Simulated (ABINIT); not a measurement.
Crystal: Pt.

```xyz
1
Lattice="0.0000 1.9609 1.9609 1.9609 0.0000 1.9609 1.9609 1.9609 0.0000" Properties=species:S:1:pos:R:3 pbc="T T T"
Pt    0.0000    0.0000    0.0000
```

Base run:

| Quantity | Value |
| --- | --- |
| Program | ABINIT 10.8.3 (patched build) |
| Functional | revPBE |
| Potentials or basis | JTH PAW PBE v2.0 |
| Cutoff | 435 eV |
| k mesh | 12 × 12 × 12 |
| Occupations | fermi-dirac, width 0.05 eV |
| Spin | spin-orbit coupling, no magnetisation |

Its results: band gap on the k mesh none (metal or under the smearing width); pressure 14.0 GPa.

Question: The run is repeated on the same cell with these changes: functional from revPBE to AM05. What comes out?

Answer: Band gap on the k mesh none (metal or under the smearing width); pressure -1.2 GPa.

AM05 binds more tightly than revPBE, so the same cell stands under less pressure.

Caveats: the PAW data sets were made with another functional, which shifts forces and pressure a little.

Not every run made on this cell is shown here.
